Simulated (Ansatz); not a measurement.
HfO2 under changes of volume

One of the cells (11.532 Å³/atom); the others are scaled copies at fixed shape and fractional positions:

```
Hf O
1.0
     5.11800    0.00000    0.00000
     0.00000    5.18570    0.00000
    -0.85866    0.00000    5.21387
Hf O
4 8
Direct
  0.27550 0.46030 0.70800
  0.72450 0.96030 0.79200
  0.72450 0.53970 0.29200
  0.27550 0.03970 0.20800
  0.07420 0.16840 0.84670
  0.92580 0.66840 0.65330
  0.92580 0.83160 0.15330
  0.07420 0.33160 0.34670
  0.44870 0.74190 0.98010
  0.55130 0.24190 0.51990
  0.55130 0.25810 0.01990
  0.44870 0.75810 0.48010
```

* Program: Ansatz 0.2.0
* Functional: RPBE
* Dispersion: D4
* Potentials or basis: Ansatz PAW
* Cutoff: 420 eV (not typed: the program's choice for these potentials)
* k mesh: 5 × 5 × 5
* Occupations: fermi-dirac, width 0.05 eV
* Spin: no spin polarisation

```tsv
volume (Å³/atom)	energy over the lowest point (meV/atom)	pressure (GPa)	gap on the mesh (eV)	largest force (eV/Å)
10.840	52.28	20.7	4.50	0.718
11.070	?	?	?	?
11.301	10.51	8.7	4.36	0.562
11.532	1.74	3.6	4.29	0.496
11.762	0.00	-1.1	4.23	0.438
11.993	4.60	-5.3	4.16	0.388
12.223	14.95	-9.0	4.09	0.346
```

What does the run at 11.070 Å³/atom give?

Energy over the lowest point 27.11 meV/atom; pressure 14.4 GPa; gap on the mesh 4.43 eV; largest force 0.636 eV/Å.

Worked out: A Birch-Murnaghan fit of order 3 (a polynomial in V^(-2/3)) to the other rows has its minimum at 11.71 Å³/atom with B0 = V·E''(V) = 230 GPa and B' = 4.1 at fixed shape and positions, which overstates the stiffness. It gives 27.13 meV/atom at 11.070 Å³/atom, against the run's 27.11, and -dE/dV = 14.4 GPa, against 14.4. A straight line through the other rows of the gap, of slope -3.39 eV per unit of ln V, gives 4.43 eV, against the run's 4.43.

Energies are extrapolated to zero smearing.

Caveats: odd divisions of the mesh miss points on the zone boundary, where band edges often lie, so the gap on the mesh can be too wide; spin-orbit coupling is left out, which moves the levels of the heavy elements; the PAW data sets come from PBE, with cores solved anew for the run's functional, which leaves a small shift of forces and pressure.

A mesh can miss the band edges.
